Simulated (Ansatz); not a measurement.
**Tetragonal deformation path in Se**

The calculation used Ansatz 0.2.0, DFT PBE, scalar-relativistic, plane waves, PAW. Settings: plane waves to 420 eV, k-mesh 14×14×14 (Γ-centred), Gaussian smearing 0.15 eV. No spin polarisation. Energies are free energies at this smearing, counted from the undisturbed cell; pressure is positive in compression.

The starting cell (as given, not relaxed at this level; it stands at 1.6 GPa; this diamond-type form isn't the usual structure):

```
CELL_PARAMETERS angstrom
0.00000 3.12557 3.12557
3.12557 0.00000 3.12557
3.12557 3.12557 0.00000
ATOMIC_POSITIONS crystal
Se 0.50000 0.50000 0.50000
Se 0.75000 0.75000 0.75000
```

At fixed volume and fractional coordinates, lengths along (0.000, 0.000, 1.000) are scaled against those across it; ρ is that ratio over its starting value. The cell is metallic on the mesh throughout.

| ρ | ΔE (meV/atom) |
| --- | --- |
| 0.707 | -107.3 |
| 0.780 | -65.3 |
| 0.850 | -31.5 |
| 0.920 | -9.0 |
| 1.000 | 0.0 |
| 1.200 | -42.3 |
| 1.300 | -75.9 |
| 1.414 | -98.8 |

Predict the pressure (GPa) at each point.

| ρ | pressure (GPa) |
| --- | --- |
| 0.707 | -2.0 |
| 0.780 | -0.3 |
| 0.850 | 0.8 |
| 0.920 | 1.4 |
| 1.000 | 1.6 |
| 1.200 | 0.4 |
| 1.300 | -0.8 |
| 1.414 | -2.6 |